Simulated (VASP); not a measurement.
Here is a VASP 6.6.1 calculation.

INCAR

```
  PREC = Accurate
  ENCUT = 600
  EDIFF = 1E-7
  ISMEAR = 1
  SIGMA = 0.1
  LREAL = False
  LASPH = True
  NELM = 80
  ALGO = Normal
  ISIF = 3
  LWAVE = False
  LCHARG = False
  GGA = PS
  IBRION = 2
  NSW = 90
  EDIFFG = -0.005
  KPAR = 4
```

File KPOINTS:

```
regular mesh
0
Gamma
  5 5 5
```

POSCAR

```
Te4Mo3                                  
1.0
    5.0543927273      2.9181570771      3.9108149572
   -5.0543945247      2.9181539639      3.9108149572
    0.0000017974     -5.8363110411      3.9108149572
  Te              Mo            
     8     6
Direct
     0.2894173089413060    0.2894173089413060    0.2894173089413060
     0.7105826910586940    0.7105826910586940    0.7105826910586941
     0.8789929018629680    0.6177487597451921    0.2478822897310410
     0.2478822897310410    0.8789929018629681    0.6177487597451919
     0.6177487597451919    0.2478822897310410    0.8789929018629680
     0.1210070981370317    0.3822512402548082    0.7521177102689592
     0.7521177102689591    0.1210070981370317    0.3822512402548082
     0.3822512402548082    0.7521177102689591    0.1210070981370317
     0.9541803726829237    0.2578427139335994    0.0805357741506499
     0.0805357741506499    0.9541803726829238    0.2578427139335995
     0.2578427139335993    0.0805357741506498    0.9541803726829238
     0.0458196273170761    0.7421572860664005    0.9194642258493495
     0.9194642258493495    0.0458196273170761    0.7421572860664004
     0.7421572860664004    0.9194642258493496    0.0458196273170760
```

Potentials or basis: VASP PAW PBE potentials, release 64 (Te, Mo_sv).

Run with:

```sh
$ cat potpaw_PBE.64/Te/POTCAR potpaw_PBE.64/Mo_sv/POTCAR > POTCAR
$ mpirun -np 4 vasp_std > vasp.out
```

Estimate the relaxed volume.

24.74 Å³/atom.

Predict the relaxed cell.

a = 7.027 Å, b = 7.027 Å, c = 7.027 Å, α = 91.99°, β = 91.99°, γ = 91.99°.

What does it give for the space group after relaxing (to 0.05 Å)?

R-3 (No. 148).

Final structure:
```cif
data_structure
_symmetry_space_group_name_H-M 'P 1'
_symmetry_Int_Tables_number 1
_cell_length_a 7.0268
_cell_length_b 7.0268
_cell_length_c 7.0268
_cell_angle_alpha 91.985
_cell_angle_beta 91.985
_cell_angle_gamma 91.985
_cell_volume 346.32
loop_
_atom_site_label
_atom_site_type_symbol
_atom_site_fract_x
_atom_site_fract_y
_atom_site_fract_z
_atom_site_occupancy
Te1 Te 0.28915 0.28915 0.28915 1
Te2 Te 0.71085 0.71085 0.71085 1
Te3 Te 0.87956 0.61750 0.24778 1
Te4 Te 0.24778 0.87956 0.61750 1
Te5 Te 0.61750 0.24778 0.87956 1
Te6 Te 0.12044 0.38250 0.75222 1
Te7 Te 0.75222 0.12044 0.38250 1
Te8 Te 0.38250 0.75222 0.12044 1
Mo1 Mo 0.95393 0.25755 0.08070 1
Mo2 Mo 0.08070 0.95393 0.25755 1
Mo3 Mo 0.25755 0.08070 0.95393 1
Mo4 Mo 0.04607 0.74245 0.91930 1
Mo5 Mo 0.91930 0.04607 0.74245 1
Mo6 Mo 0.74245 0.91930 0.04607 1
```

Caveat: the PAW data sets were made with another functional, which shifts forces and pressure a little. The run has no spin-orbit coupling, so splittings on Te are missing.
